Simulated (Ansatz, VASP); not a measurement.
**SiO2 in VASP and in Ansatz**

```
CELL_PARAMETERS angstrom
5.02413 0.00000 0.00000
-2.51207 4.35103 0.00000
0.00000 0.00000 5.51636
ATOMIC_POSITIONS crystal
Si 0.00000 0.50000 0.33333
Si 0.50000 0.50000 0.66667
Si 0.50000 0.00000 0.00000
O 0.58572 0.79286 0.83333
O 0.79286 0.58572 0.50000
O 0.79286 0.20714 0.16667
O 0.41428 0.20714 0.83333
O 0.20714 0.41428 0.50000
O 0.20714 0.79286 0.16667
```

Alike in both runs: task single point; functional LDA; k mesh 6 × 6 × 4; occupations gaussian, width 0.02 eV; no spin polarisation.

```csv
,VASP,Ansatz
version,VASP 6.6.1,Ansatz 0.2.0
potentials or method,"VASP PAW LDA potentials, release 64 (Si, O)","scalar-relativistic, plane waves, PAW"
plane-wave cutoff (eV),520,420
valence electrons in the cell,48,48
```

```tsv
	VASP	Ansatz	Ansatz less VASP
gap on the k mesh at the Fermi level (eV)	5.52	5.52	+0.003
least direct gap on the mesh (eV)	5.70	5.70	0.000
pressure (GPa)	1.6	1.0	-0.61
rms of the force components (eV/Å)	0.004	0.000	-0.0036
```

Atom by atom the forces differ by 0.004 eV/Å (rms over components).

A k mesh can miss the band edges.
